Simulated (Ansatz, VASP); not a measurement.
# Sn: VASP beside Ansatz

```
Sn
1.0
    -1.89465    1.89465    1.89465
     1.89465   -1.89465    1.89465
     1.89465    1.89465   -1.89465
Sn
1
Direct
  0.00000 0.00000 0.00000
```

Alike in both runs: task relaxation of cell and atoms; functional PBEsol; k mesh 10 × 10 × 10; occupations fermi-dirac, width 0.05 eV; no spin polarisation.

|  | VASP | Ansatz |
| --- | --- | --- |
| version | VASP 6.6.1 | Ansatz 0.2.0 |
| potentials or method | VASP PAW PBE potentials, release 64 (Sn_d), cutoff 600 eV | all-electron LAPW, scalar-relativistic |

```csv
,VASP,Ansatz,Ansatz less VASP
relaxed volume (Å³/atom),25.98,25.98,+0.001
relaxed cell length with the largest relative difference (Å),3.232,3.232,0.0000
energy change over the relaxation (meV/atom),-9,-9,0.0
```

Ansatz ran all-electron here, so the differences hold the error of VASP's frozen core and of both bases.

Caveats: the PAW data sets were made with another functional, which shifts forces and pressure a little (VASP).
